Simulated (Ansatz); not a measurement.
# GaP (F-43m) in Ansatz: settings compared

The runs below take GaP through single point, with PBEsol, HSE06, PBE0.

All numbers are computed with Ansatz 0.2.0; they aren't measurements. Logs are shortened: lines on timing, memory, paths and dates and some standing lists are left out, and cuts for length are marked.

**Measured values to compare with.**

“Stacking defects in GaP nanowires: Electronic structure and optical properties”, 2018, arxiv:1810.01194 quotes, for a bulk crystal of GaP at 10 K: band gap 2.34 eV (indirect).

How close the calculation comes is told below.

## (1) The structure

Symmetry: F-43m, No. 216, cubic system. Conventional cell: a = 5.451 Å, b = 5.451 Å, c = 5.451 Å, α = 90.00°, β = 90.00°, γ = 90.00°. Ga (site symmetry -43m) is surrounded by 4 P at 2.36 Å. P (site symmetry -43m) is surrounded by 4 Ga at 2.36 Å.

## (2) Single point, PBEsol

input.yaml reads:

```yaml
crystal:
  lattice:
    - [0.0, 2.72525, 2.72525]
    - [2.72525, 0.0, 2.72525]
    - [2.72525, 2.72525, 0.0]
  atoms:
    - { symbol: Ga, position: [0.0, 0.0, 0.0] }
    - { symbol: P, position: [0.75, 0.75, 0.75] }
kpoints:
  mp_grid: { grid: [6, 6, 6] }
scf:
  occupations: { method: fermi_dirac, width: 0.05 }
hamiltonian:
  xc: pbesol
  pseudopotentials: { kind: all_electron, datasets: crystal }
output:
  forces: true
  stress: true
  eigenvalues: true
  elf: true
  volumetric_format: npy
```

Potentials or basis: all-electron PAW datasets made for the crystal.

Started as:

```sh
ansatz run input.yaml --threads 2 --pin off --max-ram 8192MiB --backend cpu --events-out ev --progress --plain --runs-dir out
```

The program printed:

```text
Warning: RAYON_NUM_THREADS=2 ignored (pool sized by the plan → 2); use --threads N
hamiltonian.pseudopotentials.datasets: crystal makes datasets for this crystal and solves the spheres of its atoms anew in each pass: cutoff 240.0 eV, the density's 960.0 eV; for an error of 0.50 meV an atom under PBE, 1.0 meV for the cell; an energy difference from a run of another recipe may be off by several times the error for the cell, under r2SCAN by more, where some 0.1 meV an atom stays at smaller errors; P in spheres of 1.005 Å, 5 of its electrons in bands; Ga in spheres of 1.349 Å, 13 of its electrons in bands
Engine: ansatz 0.2.0, x86_64-unknown-linux-gnu
Pseudopotentials: kind: all_electron
Pseudopotential: Ga, paw, valence charge 13, recommended cutoff 240 eV (normal), crystal/all_electron/pbesol/scalar/gaussian/Ga, Koelling and Harmon's equation, gaussian nucleus
Pseudopotential: P, paw, valence charge 5, recommended cutoff 240 eV (normal), crystal/all_electron/pbesol/scalar/gaussian/P, Koelling and Harmon's equation, gaussian nucleus
Functional definition: PBEsol
  exchange = pbesol_x
  correlation = pbesol_c
Crystal: 2 atoms, lattice volume = 40.481 Å³
Basis set: ecut = 240 eV, 331 PW (Γ), exchange–correlation on 40×40×40 points (8 copies of the dense FFT grid, shifted against one another)
Bands: 13, of which v1, the nominal top of the filled ones, is band 9 counted from 1 (8 counted from 0)
Symmetry: 24 space group operations
Space group: F-43m (ITA 216), of the structure as read, at distance tolerance 3.4e-5 Å
k-points: 16 of 216 (time reversal used)
Non-local potential: Ga, projectors of the file, l = 0: 1, l = 1: 1, l = 2: 2
Non-local potential: P, projectors of the file, l = 0: 1, l = 1: 1
PAW form: soft (Blöchl's): semilocal exchange-correlation on the pseudo side does not see the compensation charge
PAW one-centre angular grid: Ga, 590 points (default); XC on its mesh's 1911 points in the sphere
PAW one-centre angular grid: P, 110 points (default); XC on its mesh's 1887 points in the sphere
Initial density: superposition of atomic densities (neutral atoms: chi_scale 0, normalization atom)
Initial wavefunctions: pseudopotential atomic-orbital guess
Functional: x = pbesol(κ = 0.804, μ = 0.12345679012345678), c = pbesol(β = 0.046)
iter 1 solved again at ethr=4.40e-3 eV; its pass at ethr=1.00e-1 eV (dr2=7.91e-1 eV) is discarded
SCF iter   1: F=—  HF=-62154.350096 eV  |F-HF|=—  |Δ(HF+E_count)|=         —  Δρ=4.14e-2  dr2=8.51e-1  ethr=4.40e-3  ⟨swp⟩=3.2  Hψ=1104  notcnv=0
preconditioner: auto → none  [insulator: Δε(μ)=1.878 eV  Ē_g=14.983 eV  σ=0.050 eV  W_gap=1.00  n_scr=14 (ndim 8)  ℏωp=24.8 eV  f_vac=0.002  D(μ)=0.00/eV (n_scr^D=0)  ε∞_Penn≈3.7]
SCF iter   2: F=—  HF=-62154.195115 eV  |F-HF|=—  |Δ(HF+E_count)|=   1.55e-1  Δρ=1.77e-2  dr2=8.42e-2  ethr=4.40e-3  ⟨swp⟩=3.1  Hψ=538  notcnv=0
SCF iter   3: F=—  HF=-62154.197177 eV  |F-HF|=—  |Δ(HF+E_count)|=   2.06e-3  Δρ=5.63e-3  dr2=1.65e-2  ethr=4.68e-4  ⟨swp⟩=3.1  Hψ=459  notcnv=0
iter 4 solved again at ethr=3.29e-7 eV; its pass at ethr=9.17e-5 eV (dr2=5.93e-5 eV) is discarded
SCF iter   4: F=—  HF=-62154.193523 eV  |F-HF|=—  |Δ(HF+E_count)|=   3.65e-3  Δρ=4.94e-4  dr2=6.05e-5  ethr=3.29e-7  ⟨swp⟩=3.0  Hψ=1074  notcnv=0
SCF iter   5: F=—  HF=-62154.193523 eV  |F-HF|=—  |Δ(HF+E_count)|=   5.41e-8  Δρ=1.96e-4  dr2=1.55e-5  ethr=3.29e-7  ⟨swp⟩=3.0  Hψ=496  notcnv=0
SCF iter   6: F=—  HF=-62154.193538 eV  |F-HF|=—  |Δ(HF+E_count)|=   1.57e-5  Δρ=8.61e-5  dr2=2.27e-6  ethr=8.60e-8  ⟨swp⟩=3.0  Hψ=432  notcnv=0
SCF iter   7: F=—  HF=-62154.193552 eV  |F-HF|=—  |Δ(HF+E_count)|=   1.36e-5  Δρ=1.09e-5  dr2=3.51e-8  ethr=1.26e-8  ⟨swp⟩=3.0  Hψ=496  notcnv=0
SCF iter   8: F=-62154.193552 eV  HF=-62154.193552 eV  |F-HF|=1.16e-9  |Δ(HF+E_count)|=   2.25e-7  Δρ=1.61e-6  dr2=5.23e-10  ethr=1.95e-10  ⟨swp⟩=3.0  Hψ=496  notcnv=0
SCF 1 converged in 8 iterations: F = -62154.193549 eV  dr2 = 5.23e-10
  Residual-converged pass: ⟨swp⟩=3.0  Hψ=419  notcnv=0  max |occ|·‖R‖ = 4.5e-6 eV (tolerance 5.3e-6 eV)  dr2=5.64e-10  dr2_onsite=3.64e-9  max |Δocc| = 8.1e-13
SCF converged after 8 iterations
Free energy (F): -62154.193549 eV
Harris-Foulkes:  -62154.193549 eV  (|F-HF|=1.16e-9)
Internal energy: -62154.193548 eV  (E = F + TS)
E sigma→0 (E₀):  -62154.193548 eV
Entropy (-TS):   -0.000000 eV (-0.000 meV/atom)
Past the cutoff: the bands carry plane waves up to 1.75 times it, of which those up to 1.5 times it add -0.000283 eV an atom, each by itself; the spheres take 0.000343 eV an atom off the energy for waves past 1.75 times it
By the cutoff:   a pressure is off by up to 0.007 GPa (1.2 times the spheres' own share and the shells' term, over an atom's volume, and 0.004 GPa: a bound that held against runs at twice the plane waves)
Past the cutoffs: a stress includes 0.0017 GPa for waves and charges beyond them, in addition to the slope of what the spheres take
In the spheres:  the bands' charges fall short by 3.6e-7 e at most (sound up to 1e-3)
Fermi energy:    9.194334 eV
--- Per-component energies (eV) ---
  E_band       = -34.103140
  E_kinetic    = 124.366225
  E_local      = -1259.521495  (includes V_loc(G=0)·N_el)
  E_nonlocal   = -437.426226
  E_hartree    = 614.472884
  E_xc         = -86.832290
  E_vxc        = -109.762146  (∫ρ·V_xc dr)
  E_paw        = -64014.153977  (= ΣΔE_a)
  E_vpaw       = -3798.251297  (= ΣTr[D̂ρ^β])
  E_ewald      = -1312.644944
  E_smearing   = -0.000000  (= −TS)
  E_closure    = 4217.546276  (closes the sum)
  Σ components = -62154.193549   (vs F -62154.193549, Δ=0.00e0)
  The terms above E_closure are by the made datasets' own strengths, without shells solved beside the bands.
--- Forces (eV/Å), atoms counted from 1 ---
  atom   1  Ga    -0.00000000     0.00000000     0.00000000
  atom   2  P      0.00000000    -0.00000000     0.00000000
  max |Σ_I F_I| component: 1.02e-16 eV/Å
--- Stress (GPa, compression-positive) ---
       -0.546445       0.000000      -0.000000
        0.000000      -0.546445       0.000000
       -0.000000       0.000000      -0.546445
  P = ⅓ Tr σ = -0.5464 GPa (-5.464 kbar)
--- Band table (eV; the first three rows and the last of 16) ---
  k-point 0: bands = ["-6.1023", "-6.1023", "-6.1023", "-6.0027", "-6.0027", "-4.0727", "8.4489", "8.4489", "8.4489", "10.1933", "12.2658"]
  k-point 1: bands = ["-6.1254", "-6.0944", "-6.0944", "-6.0026", "-6.0026", "-3.7144", "6.0322", "8.0726", "8.0726", "10.7859", "12.8188"]
  k-point 2: bands = ["-6.1660", "-6.0818", "-6.0818", "-5.9990", "-5.9990", "-2.7592", "3.1952", "7.5325", "7.5325", "10.2588", "13.1877"]
  k-point 15: bands = ["-6.2063", "-6.0563", "-6.0420", "-6.0234", "-5.9894", "-1.0020", "1.7949", "5.0254", "5.1346", "11.8113", "12.0175"]
```

It took 1.9 s on 2 threads of Intel Xeon Platinum 8375C at 2.90GHz (Ice Lake), shared host; peak memory 0.39 GiB.

Results:

- Free energy: -62154.1935 eV
- Pressure: -0.5 GPa
- Band gap on the k mesh: 1.51 eV, indirect (least direct gap 1.74 eV)

Levels at points of the mesh, in eV from the valence-band top:
| k point | band 5 | band 6 | band 7 | band 8 | band 9 | band 10 | band 11 |
| --- | --- | --- | --- | --- | --- | --- | --- |
| (0.00, 0.00, 0.00) | -14.45 | -12.52 | 0.00 | 0.00 | 0.00 | 1.74 | 3.82 |
| (0.00, 0.00, -0.50) | -14.44 | -10.43 | -6.69 | -1.13 | -1.13 | 1.58 | 4.64 |
| (0.00, -0.50, -0.50) | -14.43 | -9.52 | -6.81 | -2.71 | -2.71 | 1.51 | 1.71 |

## (3) Single point, HSE06

input.yaml: that of step 2 with these lines changed.

```diff
@@ -13,3 +13,3 @@
 hamiltonian:
-  xc: pbesol
+  xc: hse06
   pseudopotentials: { kind: all_electron, datasets: crystal }
@@ -18,4 +18 @@
   stress: true
-  eigenvalues: true
-  elf: true
-  volumetric_format: npy
```

Potentials or basis: all-electron PAW datasets made for the crystal.

Started as:

```sh
ansatz run input.yaml --threads 2 --pin off --max-ram 8192MiB --backend cpu --events-out ev --progress --plain --runs-dir out
```

Run time: 48 s. Hardware: 2 threads of Intel Xeon Platinum 8375C at 2.90GHz (Ice Lake), shared host; peak memory 0.73 GiB.

Results (log left out):

| Item | Value |
| --- | --- |
| Free energy | -62210.0424 eV |
| Pressure | 0.7 GPa |
| Band gap on the k mesh | 2.29 eV, indirect (least direct gap 2.81 eV) |

Levels at points of the mesh, in eV from the valence-band top:
```tsv
k point	band 7	band 8	band 9	band 10
(0.00, 0.00, 0.00)	0.00	0.00	0.00	2.81
(0.00, 0.00, -0.50)	-7.23	-1.21	-1.21	2.52
(0.00, -0.50, -0.50)	-7.32	-2.92	-2.92	2.29
```

## (4) Single point, PBE0

input.yaml: that of step 3 with these lines changed.

```diff
@@ -13,3 +13,3 @@
 hamiltonian:
-  xc: hse06
+  xc: pbe0
   pseudopotentials: { kind: all_electron, datasets: crystal }
```

Started as:

```sh
ansatz run input.yaml --threads 2 --pin off --max-ram 8192MiB --backend cpu --events-out ev --progress --plain --runs-dir out
```

Wall time 46 s (2 threads of Intel Xeon Platinum 8375C at 2.90GHz (Ice Lake), shared host); peak memory 0.72 GiB.

It converged, with:

* Free energy: -62210.2598 eV
* Pressure: 0.5 GPa
* Band gap on the k mesh: 2.96 eV, indirect (least direct gap 3.45 eV)

Levels at points of the mesh, in eV from the valence-band top:
```
             k point  band 7  band 8  band 9  band 10
  (0.00, 0.00, 0.00)    0.00    0.00    0.00     3.45
 (0.00, 0.00, -0.50)   -7.33   -1.23   -1.23     3.17
(0.00, -0.50, -0.50)   -7.42   -2.97   -2.97     2.96
```

## (5) The runs side by side

```tsv
level	cutoff (eV)	gap on the mesh (eV)	pressure (GPa)
PBEsol	240	1.51	-0.5
HSE06	270	2.29	0.7
PBE0	270	2.96	0.5
```

Alike in all rows: task single point; potentials or basis all-electron PAW datasets made for the crystal; no spin polarisation; cell as given; k mesh 6 × 6 × 6; smearing fermi-dirac 0.05 eV.

On the cell as given the gap runs from 1.51 eV (PBEsol) to 2.96 eV (PBE0). The pressure there spans -0.5 GPa (PBEsol) to 0.7 GPa (HSE06); a positive pressure means that this level wants a larger cell, a negative one a smaller.

Compare energies only between runs with the same functional and basis.

## (6) Comparison with measurements

Step 2. A measured gap of GaP is 2.34 eV (indirect; 10 K; quoted in “Stacking defects in GaP nanowires: Electronic structure and optical properties”, 2018, arxiv:1810.01194); the calculated 1.51 eV misses it by -0.83 eV. Spin-orbit coupling on Ga is left out. The value is that of PBEsol on a finite k mesh, which can miss the band edges, without temperature or zero-point motion. Semilocal functionals fall short of measured gaps as a rule.

Step 3. A measured gap of GaP is 2.34 eV (indirect; 10 K; quoted in “Stacking defects in GaP nanowires: Electronic structure and optical properties”, 2018, arxiv:1810.01194); the calculated 2.29 eV misses it by -0.05 eV. Spin-orbit coupling on Ga is left out. The value is that of HSE06 on a finite k mesh, which can miss the band edges, without temperature or zero-point motion.

Step 4. Against the measured gap of GaP, 2.34 eV (indirect; 10 K; quoted in “Stacking defects in GaP nanowires: Electronic structure and optical properties”, 2018, arxiv:1810.01194), the calculated 2.96 eV is off by +0.62 eV. Spin-orbit coupling on Ga is left out. The value is that of PBE0 on a finite k mesh, which can miss the band edges, without temperature or zero-point motion.
